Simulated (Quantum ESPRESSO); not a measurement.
# AlNi3 under changes of volume

One of the cells (10.932 Å³/atom); the others are scaled copies at fixed shape and fractional positions:

```
Ni Al
1.0
     3.52305    0.00000    0.00000
     0.00000    3.52305    0.00000
     0.00000    0.00000    3.52305
Ni Al
3 1
Direct
  0.50000 0.50000 0.00000
  0.50000 0.00000 0.50000
  0.00000 0.50000 0.50000
  0.00000 0.00000 0.00000
```

The cell is a database's computed one.

* Program: Quantum ESPRESSO 7.5
* Functional: LDA
* Potentials or basis: GBRV 1.5 LDA
* Cutoff: 612 eV
* Density cutoff: 4898 eV
* k mesh: 8 × 8 × 8
* Occupations: fermi-dirac, width 0.05 eV
* Spin: collinear spin, ferromagnetic start
* Starting moments: [1.0, 1.0, 1.0, 0.0] μB

```csv
volume (Å³/atom),energy over the lowest point (meV/atom),pressure (GPa),moment (μB per cell)
10.276,?,?,?
10.495,0.00,1.2,0.43
10.713,1.10,-3.3,0.48
10.932,8.01,-7.3,0.52
11.151,20.05,-10.9,0.55
11.369,36.66,-14.0,0.58
11.588,57.37,-16.8,0.61
```

What does the run at 10.276 Å³/atom give?

Energy over the lowest point 5.34 meV/atom; pressure 6.2 GPa; moment 0.37 μB per cell.

Worked out: A Birch-Murnaghan fit of order 3 (a polynomial in V^(-2/3)) to the other rows has its minimum at 10.56 Å³/atom with B0 = V·E''(V) = 222 GPa and B' = 4.7. It gives 5.42 meV/atom at 10.276 Å³/atom, against the run's 5.34, and -dE/dV = 6.5 GPa, against 6.2. A parabola through the other rows of the moment, of slope 0.241 μB per Å³/atom there, extrapolates to 0.38 μB, against the run's 0.37.

Energies are extrapolated to zero smearing.
